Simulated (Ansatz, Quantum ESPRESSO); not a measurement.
# blue phosphorene, 1 layer: response to a perpendicular field, part 3 of 5

How does blue phosphorene, 1 layer respond to a gate-like field without added charge?

Quantum ESPRESSO 7.5; plane-wave DFT, PBE, GBRV ultrasoft pseudopotentials; geometry and cross-check by Ansatz 0.2.0 with PAW datasets.

So far. Step 3 (Self-consistent run: no field): The run needed 10 iterations to bring the estimated error under 1e-09 Ry; the largest force on any atom, held or free, is 0.01 eV/Å. Step 4 (Electrostatic potential): The vacuum is flat to 0.1 meV/Å, so its level is well defined. Inside the slab the curve depends on the local part of the pseudopotentials; only the vacuum level has a meaning of its own.

### Step 5. Band structure: no field

The density is frozen and the levels are solved along a path.

Input file f0.bands.in:

```
&control
  prefix = 'f0.bands'
  outdir = './out'
  pseudo_dir = './pseudo'
  calculation = 'bands'
  tefield = .true.
  dipfield = .true.
/
&system
  ibrav = 0
  nat = 2
  ntyp = 1
  ecutwfc = 40
  ecutrho = 200
  occupations = 'smearing'
  smearing = 'fd'
  degauss = 0.004
  edir = 3
  emaxpos = 0.97
  eopreg = 0.04
  eamp = 0.0
  nbnd = 11
/
&electrons
  conv_thr = 1e-07
  mixing_beta = 0.4
  electron_maxstep = 120
  mixing_mode = 'local-TF'
/
ATOMIC_SPECIES
  P   30.9738  p_pbe_v1.5.uspp.F.UPF
CELL_PARAMETERS angstrom
  3.27955982395267 0.00000000000000 -0.00000000000000
  -1.63977991197633 2.84018212077383 0.00000000000000
  -0.00000000000000 0.00000000000000 18.24000000000000
ATOMIC_POSITIONS crystal
  P   0.666666666667 0.333333333333 0.465956067227
  P   0.333333333333 0.666666666667 0.534043932773
K_POINTS crystal_b
4
  0.0000000000 0.0000000000 0.0000000000 14
  0.5000000000 0.0000000000 0.0000000000 14
  0.3333333333 0.3333333333 0.0000000000 14
  0.0000000000 0.0000000000 0.0000000000 1
```

Run with:

```bash
> cp -r out/f0.save out/f0.bands.save
> cp out/f0.xml out/f0.bands.xml
> OMP_NUM_THREADS=1 mpirun -n 2 pw.x -nk 2 -in f0.bands.in > f0.bands.out
```

The log of the run:

```text
[banner, memory and clock lines left out]
Program PWSCF v.7.5 starts

          URL

     Presently no symmetry can be used with electric field

     Atomic positions and unit cell read from directory:
     ./out/f0.bands.save/

     G-vector sticks info

     bravais-lattice index     =            0
     lattice parameter (alat)  =       6.1975  a.u.
     unit-cell volume          =    1146.5241 (a.u.)^3
     number of atoms/cell      =            2
     number of atomic types    =            1
     number of electrons       =        10.00
     number of Kohn-Sham states=           11
     kinetic-energy cutoff     =      40.0000  Ry
     charge density cutoff     =     200.0000  Ry
     Exchange-correlation=  SLA  PW   PBX  PBC
                           (   1   4   3   4   0   0   0)

     celldm(1)=   6.197470  celldm(2)=   0.000000  celldm(3)=   0.000000
     celldm(4)=   0.000000  celldm(5)=   0.000000  celldm(6)=   0.000000

     crystal axes: (cart. coord. in units of alat)
               a(1) = (   1.000000   0.000000  -0.000000 )
               a(2) = (  -0.500000   0.866025   0.000000 )
               a(3) = (  -0.000000   0.000000   5.561722 )

     reciprocal axes: (cart. coord. in units 2 pi/alat)
               b(1) = (  1.000000  0.577350  0.000000 )
               b(2) = ( -0.000000  1.154701 -0.000000 )
               b(3) = (  0.000000  0.000000  0.179800 )

     PseudoPot. # 1 for P  read from file:
     ./pseudo/p_pbe_v1.5.uspp.F.UPF
     Pseudo is Ultrasoft + core correction, Zval =  5.0
     Generated by new atomic code, or converted to UPF format
     Using radial grid of  903 points,  6 beta functions with:
                l(1) =   0
                l(2) =   0
                l(3) =   1
                l(4) =   1
                l(5) =   2
                l(6) =   2
     Q(r) pseudized with  8 coefficients,  rinner =    1.300   1.300   1.300
                                                       1.300   1.300

     atomic species   valence    mass     pseudopotential
     P                 5.00    30.97380     P ( 1.00)

     No symmetry found

   Cartesian axes

     site n.     atom                  positions (alat units)
         1        P      tau(   1) = (   0.5000000   0.2886751   2.5915181  )
         2        P      tau(   2) = (  -0.0000000   0.5773503   2.9702039  )

     number of k points=    43  Fermi-Dirac smearing, width (Ry)=  0.0040
                       cart. coord. in units 2pi/alat
        k(    1) = (   0.0000000   0.0000000   0.0000000), wk =   0.0465116
        k(    2) = (   0.0357143   0.0206197   0.0000000), wk =   0.0465116
        k(    3) = (   0.0714286   0.0412393   0.0000000), wk =   0.0465116
        k(    4) = (   0.1071429   0.0618590   0.0000000), wk =   0.0465116
        k(    5) = (   0.1428571   0.0824786   0.0000000), wk =   0.0465116
        k(    6) = (   0.1785714   0.1030983   0.0000000), wk =   0.0465116
        k(    7) = (   0.2142857   0.1237179   0.0000000), wk =   0.0465116
        k(    8) = (   0.2500000   0.1443376   0.0000000), wk =   0.0465116
        k(    9) = (   0.2857143   0.1649572   0.0000000), wk =   0.0465116
        k(   10) = (   0.3214286   0.1855769   0.0000000), wk =   0.0465116
        k(   11) = (   0.3571429   0.2061965   0.0000000), wk =   0.0465116
        k(   12) = (   0.3928571   0.2268162   0.0000000), wk =   0.0465116
        k(   13) = (   0.4285714   0.2474358   0.0000000), wk =   0.0465116
        k(   14) = (   0.4642857   0.2680555   0.0000000), wk =   0.0465116
        k(   15) = (   0.5000000   0.2886751   0.0000000), wk =   0.0465116
        k(   16) = (   0.4880952   0.3092948   0.0000000), wk =   0.0465116
        k(   17) = (   0.4761905   0.3299144   0.0000000), wk =   0.0465116
        k(   18) = (   0.4642857   0.3505341   0.0000000), wk =   0.0465116
        k(   19) = (   0.4523810   0.3711537   0.0000000), wk =   0.0465116
        k(   20) = (   0.4404762   0.3917734   0.0000000), wk =   0.0465116
        k(   21) = (   0.4285714   0.4123930   0.0000000), wk =   0.0465116
        k(   22) = (   0.4166667   0.4330127   0.0000000), wk =   0.0465116
        k(   23) = (   0.4047619   0.4536324   0.0000000), wk =   0.0465116
        k(   24) = (   0.3928571   0.4742520   0.0000000), wk =   0.0465116
        k(   25) = (   0.3809524   0.4948717   0.0000000), wk =   0.0465116
        k(   26) = (   0.3690476   0.5154913   0.0000000), wk =   0.0465116
        k(   27) = (   0.3571429   0.5361110   0.0000000), wk =   0.0465116
        k(   28) = (   0.3452381   0.5567306   0.0000000), wk =   0.0465116
        k(   29) = (   0.3333333   0.5773503   0.0000000), wk =   0.0465116
        k(   30) = (   0.3095238   0.5361110   0.0000000), wk =   0.0465116
        k(   31) = (   0.2857143   0.4948717   0.0000000), wk =   0.0465116
        k(   32) = (   0.2619048   0.4536324   0.0000000), wk =   0.0465116
        k(   33) = (   0.2380952   0.4123930   0.0000000), wk =   0.0465116
        k(   34) = (   0.2142857   0.3711537   0.0000000), wk =   0.0465116
        k(   35) = (   0.1904762   0.3299144   0.0000000), wk =   0.0465116
        k(   36) = (   0.1666667   0.2886751   0.0000000), wk =   0.0465116
        k(   37) = (   0.1428571   0.2474358   0.0000000), wk =   0.0465116
        k(   38) = (   0.1190476   0.2061965   0.0000000), wk =   0.0465116
        k(   39) = (   0.0952381   0.1649572   0.0000000), wk =   0.0465116
        k(   40) = (   0.0714286   0.1237179   0.0000000), wk =   0.0465116
        k(   41) = (   0.0476190   0.0824786   0.0000000), wk =   0.0465116
        k(   42) = (   0.0238095   0.0412393   0.0000000), wk =   0.0465116
        k(   43) = (   0.0000000   0.0000000   0.0000000), wk =   0.0465116

     Dense  grid:    54611 G-vectors     FFT dimensions: (  27,  27, 160)

     Smooth grid:    39175 G-vectors     FFT dimensions: (  25,  25, 144)

     The potential is recalculated from file :
     ./out/f0.bands.save/charge-density

     negative rho (up, down):  1.737E-04 0.000E+00

     Adding external electric field

     Computed dipole along edir(3) :
        Dipole               -0.0000 Ry au,         -0.0000 Debye
        Dipole field         -0.0000 Ry au,

        Potential amp.        0.0000 Ry
        Total length         33.0899 bohr

     Starting wfcs are    8 randomized atomic wfcs +    3 random wfcs

     Band Structure Calculation
     Davidson diagonalization with overlap

     ethr =  1.00E-09,  avg # of iterations = 72.4

     End of band structure calculation

          k = 0.0000 0.0000 0.0000 (  4917 PWs)   bands (ev):

   -17.5011  -9.7860  -3.7916  -3.5110  -3.5110   0.3855   0.5169   0.5169
     1.9709   2.3730   3.2736

          k = 0.0357 0.0206 0.0000 (  4925 PWs)   bands (ev):

   -17.4805  -9.7720  -3.7793  -3.7037  -3.5604   0.4292   0.5801   0.6021
     1.9966   2.3950   3.2926

          k = 0.0714 0.0412 0.0000 (  4919 PWs)   bands (ev):

   -17.4189  -9.7309  -4.1922  -3.7432  -3.6977   0.2724   0.7554   1.0594
     2.0755   2.4607   3.3478

          k = 0.1071 0.0619 0.0000 (  4913 PWs)   bands (ev):

   -17.3164  -9.6668  -4.8303  -3.8969  -3.6862   0.0280   1.0062   1.6191
     2.2164   2.5709   3.4354

          k = 0.1429 0.0825 0.0000 (  4883 PWs)   bands (ev):

   -17.1735  -9.5879  -5.5208  -4.1304  -3.6137  -0.2642   1.2874   2.0663
     2.4151   2.7479   3.5621

          k = 0.1786 0.1031 0.0000 (  4879 PWs)   bands (ev):

   -16.9907  -9.5120  -6.2008  -4.3761  -3.5350  -0.5739   1.5543   2.2399
     2.5582   3.0059   3.7816

          k = 0.2143 0.1237 0.0000 (  4883 PWs)   bands (ev):

   -16.7689  -9.4760  -6.8103  -4.6183  -3.4658  -0.8739   1.7707   2.0315
     2.7754   3.2627   4.0633

          k = 0.2500 0.1443 0.0000 (  4895 PWs)   bands (ev):

   -16.5096  -9.5498  -7.2662  -4.8462  -3.4311  -1.1362   1.6348   1.9174
     3.0723   3.5371   4.3084

          k = 0.2857 0.1650 0.0000 (  4905 PWs)   bands (ev):

   -16.2147  -9.8103  -7.4840  -5.0530  -3.4638  -1.3306   1.2148   1.9960
     3.4174   3.8165   4.4666

          k = 0.3214 0.1856 0.0000 (  4923 PWs)   bands (ev):

   -15.8876 -10.2466  -7.4702  -5.2335  -3.5917  -1.4363   0.8399   2.0225
     3.7876   3.9788   4.5822

          k = 0.3571 0.2062 0.0000 (  4907 PWs)   bands (ev):

   -15.5340 -10.7720  -7.3087  -5.3847  -3.8143  -1.4609   0.5425   2.0170
     3.7782   4.2742   4.8922

          k = 0.3929 0.2268 0.0000 (  4909 PWs)   bands (ev):

   -15.1651 -11.3111  -7.0733  -5.5042  -4.0996  -1.4389   0.3371   1.9967
     3.5234   4.7492   5.3301

          k = 0.4286 0.2474 0.0000 (  4884 PWs)   bands (ev):

   -14.8047 -11.8074  -6.8183  -5.5905  -4.3976  -1.4070   0.2206   1.9743
     3.2797   5.2707   5.8244

          k = 0.4643 0.2681 0.0000 (  4896 PWs)   bands (ev):

   -14.5077 -12.1904  -6.6046  -5.6427  -4.6410  -1.3856   0.1715   1.9578
     3.1091   5.8265   6.3212

          k = 0.5000 0.2887 0.0000 (  4880 PWs)   bands (ev):

   -14.3826 -12.3448  -6.5161  -5.6601  -4.7402  -1.3788   0.1598   1.9519
     3.0478   6.3688   6.3705

          k = 0.4881 0.3093 0.0000 (  4902 PWs)   bands (ev):

   -14.3755 -12.3438  -6.5276  -5.6975  -4.7382  -1.3097   0.1517   1.9313
     3.0551   6.3777   6.3876

          k = 0.4762 0.3299 0.0000 (  4900 PWs)   bands (ev):

   -14.3544 -12.3409  -6.5704  -5.7913  -4.7324  -1.1129   0.1259   1.8747
     3.0774   6.3989   6.4404

          k = 0.4643 0.3505 0.0000 (  4908 PWs)   bands (ev):

   -14.3193 -12.3369  -6.6674  -5.8939  -4.7235  -0.8133   0.0784   1.7956
     3.1152   6.4336   6.5189

          k = 0.4524 0.3712 0.0000 (  4912 PWs)   bands (ev):

   -14.2701 -12.3333  -6.8392  -5.9580  -4.7126  -0.4391   0.0044   1.7125
     3.1695   6.4798   6.6138

          k = 0.4405 0.3918 0.0000 (  4910 PWs)   bands (ev):

   -14.2069 -12.3319  -7.0752  -5.9708  -4.7012  -0.1002  -0.0159   1.6429
     3.2426   6.5317   6.7187

          k = 0.4286 0.4124 0.0000 (  4920 PWs)   bands (ev):

   -14.1298 -12.3355  -7.3453  -5.9445  -4.6916  -0.2348   0.4340   1.5994
     3.3381   6.5624   6.8310

          k = 0.4167 0.4330 0.0000 (  4908 PWs)   bands (ev):

   -14.0388 -12.3477  -7.6234  -5.8913  -4.6866  -0.3929   0.8884   1.5873
     3.4631   6.4616   6.8827

          k = 0.4048 0.4536 0.0000 (  4904 PWs)   bands (ev):

   -13.9340 -12.3727  -7.8910  -5.8185  -4.6900  -0.5635   1.3217   1.6060
     3.6290   6.2092   6.9383

          k = 0.3929 0.4743 0.0000 (  4888 PWs)   bands (ev):

   -13.8155 -12.4152  -8.1347  -5.7300  -4.7058  -0.7336   1.6519   1.7022
     3.8517   5.9349   7.0497

          k = 0.3810 0.4949 0.0000 (  4882 PWs)   bands (ev):

   -13.6834 -12.4802  -8.3442  -5.6280  -4.7389  -0.8908   1.7208   1.9969
     4.1430   5.6958   7.1262

          k = 0.3690 0.5155 0.0000 (  4884 PWs)   bands (ev):

   -13.5379 -12.5720  -8.5117  -5.5143  -4.7935  -1.0237   1.8086   2.1840
     4.4850   5.5375   6.9730

          k = 0.3571 0.5361 0.0000 (  4892 PWs)   bands (ev):

   -13.3791 -12.6932  -8.6321  -5.3899  -4.8734  -1.1238   1.9116   2.2622
     4.7773   5.5596   6.7652

          k = 0.3452 0.5567 0.0000 (  4884 PWs)   bands (ev):

   -13.2072 -12.8440  -8.7034  -5.2560  -4.9803  -1.1854   2.0263   2.2442
     4.8861   5.8718   6.5298

          k = 0.3333 0.5774 0.0000 (  4896 PWs)   bands (ev):

   -13.0225 -13.0224  -8.7266  -5.1138  -5.1138  -1.2060   2.1495   2.1495
     4.8986   6.2850   6.2850

          k = 0.3095 0.5361 0.0000 (  4884 PWs)   bands (ev):

   -13.4451 -12.6158  -8.6424  -5.4482  -4.8092  -1.1280   1.8125   2.4048
     4.8621   5.8129   5.9989

          k = 0.2857 0.4949 0.0000 (  4882 PWs)   bands (ev):

   -13.9217 -12.1627  -8.4154  -5.8408  -4.4882  -0.9139   1.3923   2.6351
     4.6275   5.4248   5.8635

          k = 0.2619 0.4536 0.0000 (  4898 PWs)   bands (ev):

   -14.4164 -11.6687  -8.0805  -6.2506  -4.1676  -0.5979   0.9766   2.7772
     4.2279   5.1905   5.7356

          k = 0.2381 0.4124 0.0000 (  4900 PWs)   bands (ev):

   -14.9039 -11.1439  -7.6645  -6.6412  -3.8706  -0.2137   0.6164   2.7768
     3.8253   5.0072   5.2645

          k = 0.2143 0.3712 0.0000 (  4908 PWs)   bands (ev):

   -15.3677 -10.6081  -7.1878  -6.9756  -3.6261   0.2014   0.3443   2.6598
     3.4892   4.4636   4.9950

          k = 0.1905 0.3299 0.0000 (  4902 PWs)   bands (ev):

   -15.7973 -10.1014  -7.2034  -6.6674  -3.4623   0.1772   0.5923   2.5264
     3.2513   3.9417   4.4992

          k = 0.1667 0.2887 0.0000 (  4902 PWs)   bands (ev):

   -16.1857  -9.7002  -7.2430  -6.1200  -3.3925   0.1088   0.8684   2.4924
     3.1254   3.4794   4.0734

          k = 0.1429 0.2474 0.0000 (  4904 PWs)   bands (ev):

   -16.5284  -9.4912  -7.0068  -5.5644  -3.4056   0.1099   0.9528   2.6028
     3.0795   3.0876   3.7597

          k = 0.1190 0.2062 0.0000 (  4879 PWs)   bands (ev):

   -16.8222  -9.4667  -6.5055  -5.0235  -3.4729   0.1491   0.8903   2.6217
     2.8569   2.9893   3.6272

          k = 0.0952 0.1650 0.0000 (  4885 PWs)   bands (ev):

   -17.0649  -9.5369  -5.8383  -4.5251  -3.5637   0.2119   0.7732   2.3635
     2.6922   2.8101   3.5765

          k = 0.0714 0.1237 0.0000 (  4899 PWs)   bands (ev):

   -17.2551  -9.6310  -5.0970  -4.1002  -3.6539   0.2969   0.6553   1.9732
     2.3310   2.6293   3.4764

          k = 0.0476 0.0825 0.0000 (  4925 PWs)   bands (ev):

   -17.3915  -9.7132  -4.3635  -3.7779  -3.7274   0.3961   0.5597   1.3139
     2.1126   2.4892   3.3711

          k = 0.0238 0.0412 0.0000 (  4933 PWs)   bands (ev):

   -17.4737  -9.7673  -3.7752  -3.7624  -3.5782   0.4820   0.4884   0.7010
     2.0052   2.4024   3.2988

          k = 0.0000 0.0000 0.0000 (  4917 PWs)   bands (ev):

   -17.5011  -9.7860  -3.7916  -3.5110  -3.5110   0.3855   0.5169   0.5169
     1.9709   2.3730   3.2736

     XML data file, pseudopotentials, collected wavefunctions

                                        0.00s GPU  (    1691 calls)
```

The job ended after 30 s (2 MPI ranks of Arm Neoverse V1, shared host; peak memory 0.13 GiB; 61 s of CPU time).

This step gave:

- conduction bottom, on the run's zero: -1.461 eV
- gap by band count: 1.932 eV

Band numbers count within the set of bands kept for display. Electronic bands along the path, in eV, zero at the highest filled level of the SCF mesh; v1 is the highest filled band, c1 the lowest empty one:

```csv
point,v4,v3,v2,v1,c1,c2,c3,c4
Γ,-6.39,-0.40,-0.12,-0.12,3.78,3.91,3.91,5.36
halfway,-6.16,-3.87,-1.45,-0.04,2.26,5.03,5.31,6.46
M,-8.95,-3.12,-2.27,-1.35,2.01,3.55,5.34,6.44
halfway,-8.96,-4.23,-2.50,-1.29,3.00,4.28,4.98,6.86
K,-9.63,-5.33,-1.72,-1.72,2.19,5.54,5.54,8.29
halfway,-6.31,-3.85,-2.73,0.00,3.50,4.26,5.88,6.52
Γ,-6.39,-0.40,-0.12,-0.12,3.78,3.91,3.91,5.36
```

The electronic bands as a text plot (rows in eV, shown from -8.0 to 6.7 only):

```
    6.4 |+    ++++++       +++++++            +++  ++++++++     +
    5.7 |++++++++                     ++++++++   ++++++++++++++++
    5.1 |++  +  +++++++++++++++++++++++++ ++               ++ +++
    4.5 |  +++++    +++            ++       +++     +++++    +
    3.9 |++++          ++++       +            +++++     ++++++++
    3.3 |    +++           ++++++++            ++++++++++++
    2.7 |       +++             +  +++      +++
    2.1 |          +++++++++++++      ++++++
    1.5 |
    0.9 |
    0.2 |          *                                ****
   -0.4 |********** ****                       *****    *********
   -1.0 |  ** *****     *****               ***          *****
   -1.6 |    *     ****      ***************            *  **
   -2.2 |     **       *********   *****  ****        ** **
   -2.8 |       *               ***           *     **
   -3.4 |        **     **********             *****  ***
   -4.0 |          *****          **           *******
   -4.6 |                           **        *
   -5.3 |                             ********
   -5.9 |       ****                                  *****
   -6.5 |*******    *                              ***     ******
   -7.1 |            ***                         **
   -7.7 |               **                     **
         Γ                   M           K                      Γ
```

Along this path the valence top lies between K and Γ and the conduction bottom between Γ and M.

### Step 6. Ground state: field 0.1 V/Å

eamp is the field in Hartree atomic units (1 a.u. = 51.42 V/Å). With dipfield on, it is the field in the vacuum beside an isolated sheet. The run starts from the density of the one before.

Input file f1.in:

```
&control
  prefix = 'f1'
  outdir = './out'
  pseudo_dir = './pseudo'
  calculation = 'scf'
  tprnfor = .true.
  tefield = .true.
  dipfield = .true.
/
&system
  ibrav = 0
  nat = 2
  ntyp = 1
  ecutwfc = 40
  ecutrho = 200
  occupations = 'smearing'
  smearing = 'fd'
  degauss = 0.004
  edir = 3
  emaxpos = 0.97
  eopreg = 0.04
  eamp = 0.00194469
/
&electrons
  conv_thr = 1e-09
  mixing_beta = 0.4
  electron_maxstep = 120
  mixing_mode = 'plain'
  startingpot = 'file'
/
ATOMIC_SPECIES
  P   30.9738  p_pbe_v1.5.uspp.F.UPF
CELL_PARAMETERS angstrom
  3.27955982395267 0.00000000000000 -0.00000000000000
  -1.63977991197633 2.84018212077383 0.00000000000000
  -0.00000000000000 0.00000000000000 18.24000000000000
ATOMIC_POSITIONS crystal
  P   0.666666666667 0.333333333333 0.465956067227
  P   0.333333333333 0.666666666667 0.534043932773
K_POINTS automatic
  12 12 1 0 0 0
```

Run with:

```bash
> cp -r out/f0.save out/f1.save
> OMP_NUM_THREADS=1 mpirun -n 2 pw.x -nk 2 -in f1.in > f1.out
```

The log of the run:

```text
[banner, memory and clock lines left out]
Program PWSCF v.7.5 starts
[...]
number of electrons       =        10.00
     number of Kohn-Sham states=            9
     kinetic-energy cutoff     =      40.0000  Ry
     charge density cutoff     =     200.0000  Ry
[...]
number of k points=    74  Fermi-Dirac smearing, width (Ry)=  0.0040
[...]
Dense  grid:    54611 G-vectors     FFT dimensions: (  27,  27, 160)
[...]
The initial density is read from file :
[...]
negative rho (up, down):  1.737E-04 0.000E+00
[...]
Starting wfcs are    8 randomized atomic wfcs +    1 random wfcs
[...]
negative rho (up, down):  1.730E-04 0.000E+00
[...]
estimated scf accuracy    <       0.00252090 Ry
[...]
negative rho (up, down):  1.731E-04 0.000E+00
[...]
estimated scf accuracy    <       0.00855569 Ry
[...]
negative rho (up, down):  1.732E-04 0.000E+00
[...]
estimated scf accuracy    <       0.00000815 Ry
[...]
negative rho (up, down):  1.733E-04 0.000E+00
[...]
estimated scf accuracy    <       0.00000393 Ry
[...]
negative rho (up, down):  1.735E-04 0.000E+00
[...]
estimated scf accuracy    <       0.00000004 Ry
[...]
negative rho (up, down):  1.736E-04 0.000E+00
[...]
estimated scf accuracy    <          1.8E-09 Ry
[...]
negative rho (up, down):  1.736E-04 0.000E+00
[...]
Computed dipole along edir(3) :
        Dipole                0.0364 Ry au,          0.0926 Debye
        Dipole field          0.0004 Ry au,
        E field amplitude [Ha a.u.]:  1.9447E-03
        Potential amp.        0.1023 Ry
        Total length         33.0899 bohr
[...]
the Fermi energy is    -2.3927 ev
!    total energy              =     -31.03244350 Ry
     estimated scf accuracy    <          1.2E-10 Ry
     smearing contrib. (-TS)   =      -0.00000000 Ry
     internal energy E=F+TS    =     -31.03244350 Ry
[...]
one-electron contribution =    -146.37160327 Ry
     hartree contribution      =      74.60769655 Ry
     xc contribution           =     -11.76499311 Ry
     ewald contribution        =      52.49658346 Ry
     electric field correction =      -0.00012714 Ry
     convergence has been achieved in   7 iterations
     negative rho (up, down):  1.736E-04 0.000E+00
[...]
Total force =     0.000606     Total SCF correction =     0.000011
[...]
```

It took 30 s on 2 MPI ranks; peak memory 0.29 GiB; 59 s of CPU time.

Numbers from this step:

| Item | Value |
| --- | --- |
| free energy | -422.2179 eV |
| Fermi energy | -2.393 eV |
| dipole along the normal | 0.01928 e·Å |
| valence top, on the run's zero | -3.379 eV |
| conduction bottom, on the run's zero | -1.438 eV |
| gap by band count | 1.940 eV |

The dipole goes from -0.0000 to 0.0193 e Å, 0.1928 e Å per V/Å.

### Step 7. Potential by pp.x

Input file f1.pot.in:

```
&inputpp
  prefix = 'f1'
  outdir = './out'
  filplot = 'f1.pot.dat'
  plot_num = 11
/
```

Run with:

```bash
> OMP_NUM_THREADS=1 mpirun -n 2 pp.x -in f1.pot.in > f1.pot.out
```

The job ended after 0.9 s (2 MPI ranks; peak memory 0.11 GiB).

Read from the output:

| Quantity | Value |
| --- | --- |
| slope of the potential above | 0.1000 eV/Å |
| upper vacuum line continued to the top atoms, over the valence top | 6.047 eV |
| slope of the potential below | 0.09995 eV/Å |
| lower vacuum line continued to the bottom atoms, over the valence top | 6.298 eV |

The slope in the vacuum is 0.100 eV/Å for an applied 0.10 V/Å, as it should be.

(Part 3 of 5 ends here.)

[Logs are printed without paths, hosts, clocks, repeated set-up lines and the standing remarks that a program may print on its own settings, such as how far it seeks lower states.]

[Hosts, paths, dates, database ids (printed as entryN), source tags and the programs' standing remarks are cut or masked in the printed files.]

[Maps of the electrostatic potential energy from Ansatz leave out the sawtooth potential of an applied field or a dipole correction, so their vacuum need not be flat; planar profiles and work functions include it.]
